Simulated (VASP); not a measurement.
# C (P6_3/mmc) in VASP: notebook

Runs on C. Level: PBE+D3(BJ). Tasks: relaxation of cell and atoms, vibrations by finite differences.

Program: VASP 6.6.1. These are calculated values, not measurements. Logs are shortened: lines on timing, memory, paths and dates and some standing lists are left out, and cuts for length are marked.

### Step 1. Starting point

It takes space group P6_3/mmc (No. 194, hexagonal). Conventional cell: a = 2.467 Å, b = 2.467 Å, c = 7.803 Å, α = 90.00°, β = 90.00°, γ = 120.00°. Around C (site symmetry -6m2) lie 3 C at 1.42 Å. Around C (site symmetry -6m2) lie 3 C at 1.42 Å.

### Step 2. Relaxation of cell and atoms, PBE+D3(BJ)

Contents of INCAR:

```
  PREC = Accurate
  ENCUT = 520
  EDIFF = 1E-7
  ISMEAR = 0
  SIGMA = 0.02
  LREAL = F
  LASPH = T
  NELM = 100
  ALGO = Normal
  ISIF = 3
  LWAVE = F
  LCHARG = F
  GGA = PE
  IVDW = 12
  IBRION = 2
  NSW = 80
  EDIFFG = -0.002
```

Contents of KPOINTS:

```
regular mesh
0
Gamma
  6 6 2
```

Contents of POSCAR:

```
C
1.0
    2.4672912600      0.0000000000      0.0000000000
   -1.2336456300      2.1367369100      0.0000000000
    0.0000000000      0.0000000000      7.8030730000
C
4
Direct
    0.0000000000      0.0000000000      0.2500000000
    0.0000000000      0.0000000000      0.7500000000
    0.3333333300      0.6666666700      0.2500000000
    0.6666666700      0.3333333300      0.7500000000
```

Potentials or basis: VASP PAW PBE potentials, release 64 (C).

Command:

```bash
$ cat potpaw_PBE.64/C/POTCAR > POTCAR
$ mpirun -np 1 vasp_std > vasp.out
```

OUTCAR:

```text
PREC = Accurate
   ENCUT = 520
   EDIFF = 1E-7
   ISMEAR = 0
   LREAL = F
   LASPH = T
   NELM = 100
   ISIF = 3
   GGA = PE
   IVDW = 12
   IBRION = 2
   NSW = 80
   EDIFFG = -0.002
 IVDW          = 12

 ion  position               nearest neighbor table
   1  0.000  0.000  0.250-   3 1.42   3 1.42   3 1.42
   2  0.000  0.000  0.750-   4 1.42   4 1.42   4 1.42
   3  0.333  0.667  0.250-   1 1.42   1 1.42   1 1.42
   4  0.667  0.333  0.750-   2 1.42   2 1.42   2 1.42

  LATTYP: Found a hexagonal cell.
 ALAT       =     2.4672912600
 C/A-ratio  =     3.1626071581

  Lattice vectors:

 A1 = (   2.4672912600,   0.0000000000,   0.0000000000)
 A2 = (  -1.2336456300,   2.1367369100,   0.0000000000)
 A3 = (   0.0000000000,   0.0000000000,   7.8030730000)

Analysis of symmetry for initial positions (statically):
=====================================================================
 Subroutine PRICEL returns:
 Original cell was already a primitive cell.

 Routine SETGRP: Setting up the symmetry group for a
 hexagonal supercell.

 Subroutine GETGRP returns: Found 24 space group operations
 (whereof 12 operations were pure point group operations)
 out of a pool of 24 trial point group operations.

The static configuration has the point symmetry D_3d.
 The point group associated with its full space group is D_6h.

Analysis of symmetry for dynamics (positions and initial velocities):
=====================================================================
 Subroutine PRICEL returns:
 Original cell was already a primitive cell.

 Routine SETGRP: Setting up the symmetry group for a
 hexagonal supercell.

 Subroutine GETGRP returns: Found 24 space group operations
 (whereof 12 operations were pure point group operations)
 out of a pool of 24 trial point group operations.

The dynamic configuration has the point symmetry D_3d.
 The point group associated with its full space group is D_6h.

 Subroutine INISYM returns: Found 24 space group operations
 (whereof 12 operations are pure point group operations),
 and found     1 'primitive' translations

----------------------------------------------------------------------------------------

                                     Primitive cell

  volume of cell :      41.1374

  direct lattice vectors                    reciprocal lattice vectors
     2.467291260  0.000000000  0.000000000     0.405302777  0.234001668  0.000000000
    -1.233645630  2.136736910  0.000000000     0.000000000  0.468003335  0.000000000
     0.000000000  0.000000000  7.803073000     0.000000000  0.000000000  0.128154639

  length of vectors
     2.467291260  2.467291260  7.803073000     0.468003335  0.468003335  0.128154639

  position of ions in fractional coordinates (direct lattice)
     0.000000000  0.000000000  0.250000000
     0.000000000  0.000000000  0.750000000
     0.333333330  0.666666670  0.250000000
     0.666666670  0.333333330  0.750000000

  ion indices of the primitive-cell ions
   primitive index   ion index
                 1           1
                 2           2
                 3           3
                 4           4

----------------------------------------------------------------------------------------

 KPOINTS: regular mesh

Automatic generation of k-mesh.
 Grid dimensions read from file:
 generate k-points for:    6    6    2

 Generating k-lattice:

  Cartesian coordinates                     Fractional coordinates (reciprocal lattice)
     0.067550463  0.039000278  0.000000000     0.166666667 -0.000000000  0.000000000
     0.000000000  0.078000556  0.000000000     0.000000000  0.166666667  0.000000000
     0.000000000  0.000000000  0.064077319     0.000000000  0.000000000  0.500000000

  Length of vectors
     0.078000556  0.078000556  0.064077319

  Shift w.r.t. Gamma in fractional coordinates (k-lattice)
     0.000000000  0.000000000  0.000000000

 Subroutine IBZKPT returns following result:
 ===========================================

 Found     14 irreducible k-points:

 Following reciprocal coordinates:
            Coordinates               Weight
  0.000000  0.000000  0.000000      1.000000
  0.166667  0.000000  0.000000      6.000000
  0.333333  0.000000  0.000000      6.000000
  0.500000 -0.000000  0.000000      3.000000
  0.166667  0.166667  0.000000      6.000000
  0.333333  0.166667  0.000000     12.000000
  0.333333  0.333333  0.000000      2.000000
  0.000000  0.000000  0.500000      1.000000
  0.166667  0.000000  0.500000      6.000000
  0.333333  0.000000  0.500000      6.000000
  0.500000 -0.000000  0.500000      3.000000
  0.166667  0.166667  0.500000      6.000000
  0.333333  0.166667  0.500000     12.000000
  0.333333  0.333333  0.500000      2.000000
   k-points           NKPTS =     14   k-points in BZ     NKDIM =     14   number of bands    NBANDS=     12
   number of dos      NEDOS =    301   number of ions     NIONS =      4
   total plane-waves  NPLWV =  19440
   dimension x,y,z NGX =    18 NGY =   18 NGZ =   60
   dimension x,y,z NGXF=    36 NGYF=   36 NGZF=  120
   ions per type =               4
   NGX,Y,Z   is equivalent  to a cutoff of  12.13, 12.13, 12.78 a.u.
   NGXF,Y,Z  is equivalent  to a cutoff of  24.26, 24.26, 25.57 a.u.
 SYSTEM =  unknown system
   PREC   = accura    normal or accurate (medium, high low for compatibility)
   ISTART =      0    job   : 0-new  1-cont  2-samecut
   ICHARG =      2    charge: 1-file 2-atom 10-const
   ISPIN  =      1    spin polarized calculation?
   LNONCOLLINEAR =      F non collinear calculations
   LSORBIT =      F    spin-orbit coupling
   LASPH  =      T    aspherical Exc in radial PAW
   ENCUT  =  520.0 eV  38.22 Ry    6.18 a.u.   4.59  4.59 14.51*2*pi/ulx,y,z
   NELM   =    100;   NELMIN=  2; NELMDL= -5     # of ELM steps
   EDIFF  = 0.1E-06   stopping-criterion for ELM
   LREAL  =      F    real-space projection
   EDIFFG = -.2E-02   stopping-criterion for IOM
   NSW    =     80    number of steps for IOM
   IBRION =      2    ionic relax: 0-MD 1-quasi-New 2-CG
   NFREE  =      1    steps in history (QN), initial steepest desc. (CG)
   ISIF   =      3    stress and relaxation
   ISYM   =      2    0-nonsym 1-usesym 2-fastsym
   POTIM  = 0.5000    time-step for ionic-motion
   TEBEG  =    0.0;   TEEND  =   0.0 temperature during run
   PSTRESS=    0.0 pullay stress
   NELECT =      16.0000    total number of electrons
   NUPDOWN=      -1.0000    fix difference up-down
   EMIN   =  10.00;   EMAX   =-10.00  energy-range for DOS
   EFERMI =   0.00;   METHOD = LEGACY
   ISMEAR =     0;   SIGMA  =   0.02  broadening in eV -4-tet -1-fermi 0-gaus
   EFERMI_NEDOS =   21; number of points for ismear=-14 and -15
   IALGO  =     38    algorithm
   IMIX   =      4    mixing-type and parameters
     AMIX     =   0.40;   BMIX     =  1.00
     AMIX_MAG =   1.60;   BMIX_MAG =  1.00
  volume/ion in A,a.u.               =      10.28        69.40
  Fermi-wavevector in a.u.,A,eV,Ry     =   1.195003  2.258229 19.429568  1.428033
  Thomas-Fermi vector in A             =   2.330979
   LORBIT       =      0    0 simple, 1 ext, 2 COOP (PROOUT), +10 PAW based schemes
   GGA     = PE    functional components
   LHFCALC =     F    Hartree Fock is set to
   AEXX    =    0.0000 exact exchange contribution
   IVDW    =    12    specifies the selected vdW correction
   LEPSILON=     F    determine dielectric tensor
   LRPA    =     F    only Hartree local field effects (RPA)
 conjugate gradient relaxation of ions
 non-spin polarized calculation
 Gauss-broadening in eV      SIGMA  =   0.02
  energy-cutoff  :      520.00
  volume of cell :       41.14
 maximum number of plane-waves:      1128
   NGX =  9   NGY =  9   NGZ = 29

--------------------------------------- Ionic step        1  -------------------------------------------

 number of electron      15.9999993 magnetization

 Free energy of the ion-electron system (eV)
  ---------------------------------------------------
  ext. energy  EPLUGINS =         0.00000000
  ---------------------------------------------------
  free energy    TOTEN  =       -36.80143469 eV

  energy without entropy =      -36.79957217  energy(sigma->0) =      -36.80050343

------------------------ aborting loop because EDIFF is reached ----------------------------------------

 Edisp (eV)   -0.52304

 E8    (eV) :    -0.1459

  FORCE on cell =-STRESS in cart. coord.  units (eV):
  Direction    XX          YY          ZZ          XY          YZ          ZX
  --------------------------------------------------------------------------------------
  -------------------------------------------------------------------------------------
  Total       0.08060     0.08060    -0.56294     0.00000     0.00000     0.00000
  in kB       3.13905     3.13905   -21.92461     0.00000     0.00000     0.00000
  external pressure =       -5.22 kB  Pullay stress =        0.00 kB
[... 65 lines left out ...]
  energy  without entropy=      -37.3263235446  energy(sigma->0) =      -37.32725289

--------------------------------------- Ionic step        3  -------------------------------------------

 number of electron      15.9999997 magnetization

 E-fermi :   3.5780     XC(G=0):  -9.4555

 val. band max:        3.5775167977   @ k =   0.3333   0.3333   0.5000
 cond. band min:       3.5817443724   @ k =   0.3333   0.3333   0.5000
 fundamental gap:      0.0042275747
 Fermi energy:         3.5779661020

 k-point     1 :       0.0000    0.0000    0.0000
  band No.  band energies     occupation
      1     -15.8815      2.00000
      2     -15.7732      2.00000
      3      -4.4239      2.00000
      4      -3.4157      2.00000
      5       0.5375      2.00000
      6       0.5376      2.00000
      7       0.5423      2.00000
      8       0.5423      2.00000
      9       7.1314      0.00000
     10      11.6708      0.00000
     11      11.8011      0.00000
     12      11.8016      0.00000
[... 228 lines left out ...]
  FREE ENERGIE OF THE ION-ELECTRON SYSTEM (eV)
  ---------------------------------------------------
  free  energy   TOTEN  =       -37.3360892940 eV

  energy  without entropy=      -37.3342479406  energy(sigma->0) =      -37.33516862

 E-fermi :   3.9604     XC(G=0):  -9.8030

 val. band max:        3.9599069575   @ k =   0.3333   0.3333   0.5000
 cond. band min:       3.9679363768   @ k =   0.3333   0.3333   0.5000
 fundamental gap:      0.0080294193
 Fermi energy:         3.9603850850

 k-point     1 :       0.0000    0.0000    0.0000
  band No.  band energies     occupation
      1     -15.4668      2.00000
      2     -15.2943      2.00000
      3      -4.1532      2.00000
      4      -2.7825      2.00000
      5       0.9252      2.00000
      6       0.9252      2.00000
      7       0.9342      2.00000
      8       0.9342      2.00000
      9       7.8278      0.00000
     10      12.1415      0.00000
     11      12.1415      0.00000
     12      12.1699      0.00000
[... 181 lines left out ...]
 k-point    14 :       0.3333    0.3333    0.5000
  band No.  band energies     occupation
      1      -8.5609      2.00000
      2      -8.5609      2.00000
      3      -8.5589      2.00000
      4      -8.5589      2.00000
      5      -6.4309      2.00000
      6      -6.4309      2.00000
      7       3.9599      1.02697
      8       3.9599      1.02697
      9       3.9679      0.59337
     10       3.9679      0.59337
     11      14.1578      0.00000
     12      14.1578      0.00000

[... ionic steps 4 to 22 ...]

--------------------------------------- Ionic step       23  -------------------------------------------

 number of electron      15.9999996 magnetization

------------------------ aborting loop because EDIFF is reached ----------------------------------------

 Edisp (eV)   -0.63520

 E8    (eV) :    -0.1803
[... 73 lines left out ...]
  energy  without entropy=      -37.3893128983  energy(sigma->0) =      -37.38986203

--------------------------------------- Ionic step       25  -------------------------------------------

 number of electron      15.9999995 magnetization

 Free energy of the ion-electron system (eV)
  ---------------------------------------------------
  ext. energy  EPLUGINS =         0.00000000
  ---------------------------------------------------
  free energy    TOTEN  =       -36.75526582 eV

  energy without entropy =      -36.75415905  energy(sigma->0) =      -36.75471243

 E-fermi :   4.7722     XC(G=0): -10.4121

 val. band max:        4.7721906755   @ k =   0.3333   0.3333   0.5000
 cond. band min:       4.7918326275   @ k =   0.3333   0.3333   0.5000
 fundamental gap:      0.0196419521
 Fermi energy:         4.7722091437

 k-point     1 :       0.0000    0.0000    0.0000
  band No.  band energies     occupation
      1     -14.8676      2.00000
      2     -14.5349      2.00000
      3      -3.7764      2.00000
      4      -1.6703      2.00000
      5       1.7632      2.00000
      6       1.7632      2.00000
      7       1.7845      2.00000
      8       1.7845      2.00000
      9       9.1928      0.00000
     10      13.0858      0.00000
     11      13.0858      0.00000
     12      13.1443      0.00000
[... 228 lines left out ...]
  FREE ENERGIE OF THE ION-ELECTRON SYSTEM (eV)
  ---------------------------------------------------
  free  energy   TOTEN  =       -37.3905300319 eV

  energy  without entropy=      -37.3894232626  energy(sigma->0) =      -37.38997665

 reached required accuracy - stopping structural energy minimisation
```

Run time: 2 min. Hardware: 1 thread of Intel Xeon Platinum 8259CL at 2.50GHz (Skylake/Cascade Lake), shared host; peak memory 0.15 GiB.

Results:

| Item | Value |
| --- | --- |
| Free energy | -37.3905 eV |
| Relaxed volume | 8.72 Å³/atom |
| Relaxed cell | a = 2.467 Å, b = 2.467 Å, c = 6.621 Å, α = 90.00°, β = 90.00°, γ = 120.00° |
| Space group after relaxing (to 0.05 Å) | P6_3/mmc (No. 194) |
| Energy gained by relaxing | 16.5 meV/atom |
| Ionic steps | 25 |
| Pressure after relaxing | 0.0 GPa |
| Band gap on the k mesh | none (metal or under the smearing width) |
| Dispersion energy per atom | -0.159 eV |

Step by step:
| step | energy change (eV) | largest force (eV/Å) | pressure (GPa) | volume (Å³) |
| --- | --- | --- | --- | --- |
| 1 | 0.0000 | 0.0000 | -0.52 | 41.14 |
| 2 | -0.0037 | 0.0000 | -1.25 | 40.94 |
| 3 | -0.0116 | 0.0000 | -3.45 | 40.33 |
| 4 | -0.0124 | 0.0000 | -7.89 | 39.09 |
| 5 | -0.0146 | 0.0000 | -5.55 | 39.75 |
| 6 | -0.0150 | 0.0000 | -5.54 | 39.72 |
| 7 | -0.0162 | 0.0000 | -5.54 | 39.63 |
| 8 | -0.0186 | 0.0000 | -5.53 | 39.46 |
| 9 | -0.0234 | 0.0000 | -5.49 | 39.11 |
| 10 | -0.0325 | 0.0000 | -5.41 | 38.41 |
| 11 | -0.0481 | 0.0000 | -5.17 | 37.02 |
| 12 | -0.0540 | 0.0000 | -4.14 | 34.24 |
| 13 | -0.0574 | 0.0000 | -4.72 | 35.47 |
| 14 | -0.0637 | 0.0000 | -2.44 | 35.36 |
| 15 | -0.0656 | 0.0000 | -0.35 | 35.27 |
| 16 | -0.0656 | 0.0000 | -0.25 | 35.26 |
| 17 | -0.0656 | 0.0000 | -0.16 | 35.26 |
| 18 | -0.0656 | 0.0000 | -0.15 | 35.25 |
| 19 | -0.0657 | 0.0000 | -0.13 | 35.23 |
| 20 | -0.0658 | 0.0000 | -0.10 | 35.18 |
| 21 | -0.0659 | 0.0000 | -0.05 | 35.09 |
| 22 | -0.0660 | 0.0000 | 0.08 | 34.91 |
| 23 | -0.0660 | 0.0000 | 0.10 | 34.89 |
| 24 | -0.0659 | 0.0000 | -0.54 | 34.91 |
| 25 | -0.0661 | 0.0000 | 0.00 | 34.89 |

Final structure:
```xyz
4
Lattice="2.4669 0.0000 0.0000 -1.2335 2.1364 0.0000 0.0000 0.0000 6.6207" Properties=species:S:1:pos:R:3 pbc="T T T"
C     0.0000    0.0000    1.6552
C     0.0000    0.0000    4.9655
C     0.0000    1.4243    1.6552
C     1.2335    0.7121    4.9655
```

Levels at points of the mesh, in eV from the Fermi level:
```tsv
k point	band 6	band 7	band 8	band 9	band 10	band 11
(0.00, 0.00, 0.00)	-3.01	-2.99	-2.99	4.42	8.31	8.31
(0.50, 0.00, 0.00)	-6.34	-2.79	-2.05	1.53	2.23	7.17
(0.00, 0.00, 0.50)	-3.00	-3.00	-3.00	7.17	7.17	8.34
(0.50, 0.00, 0.50)	-6.37	-2.35	-2.35	1.66	1.66	7.39
```

Caveat: the k mesh is coarse (spacing up to 0.49 Å⁻¹), so the values aren't converged; the volume moved by over 15 % at a fixed basis, so the end points are rough.

(Part 1 of 2 ends here.)
